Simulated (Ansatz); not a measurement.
# HfN under pressure

The calculation used DFT PBEsol, scalar-relativistic, plane waves, PAW (Ansatz 0.2.0). Run with 420 eV cutoff, 18×18×8 k-mesh, Gaussian smearing of 0.10 eV, no spin polarisation.

Starting point, cell and atoms relaxed:

```
CELL_PARAMETERS angstrom
3.12771 0.00000 0.00000
-1.56385 2.70867 0.00000
0.00000 0.00000 5.39094
ATOMIC_POSITIONS crystal
Hf 0.66667 0.33333 0.75000
Hf 0.33333 0.66667 0.25000
N 0.00000 0.00000 0.00000
N 0.00000 0.00000 0.50000
```

Cell and atoms are relaxed at each pressure within the symmetry of the start, at zero temperature, so transitions that lower the symmetry aren't seen. The k-mesh given is that at zero pressure and may differ at others. a, b and c are the lengths of the cell vectors above.

Spin–orbit coupling is left out, which can shift energies with elements as heavy as these.

| P (GPa) | V (Å³/atom) | V/V0 | a (Å) | b (Å) | c (Å) |
| --- | --- | --- | --- | --- | --- |
| -2 | 11.50 | 1.007 | 3.135 | 3.135 | 5.404 |
| 0 | 11.42 | 1.000 | 3.128 | 3.128 | 5.391 |
| 2 | 11.33 | 0.993 | 3.120 | 3.120 | 5.378 |
| 5 | 11.22 | 0.983 | 3.109 | 3.109 | 5.360 |
| 10 | 11.04 | 0.967 | 3.093 | 3.093 | 5.332 |
| 20 | 10.72 | 0.939 | 3.062 | 3.062 | 5.281 |
| 40 | 10.20 | 0.893 | 3.010 | 3.010 | 5.197 |

Question: What bulk modulus and pressure derivative fit these points?

Answer: A third-order Birch–Murnaghan fit gives B0 = 280 GPa and B0' = 4.1.

This form isn't the usual stable structure of the compound.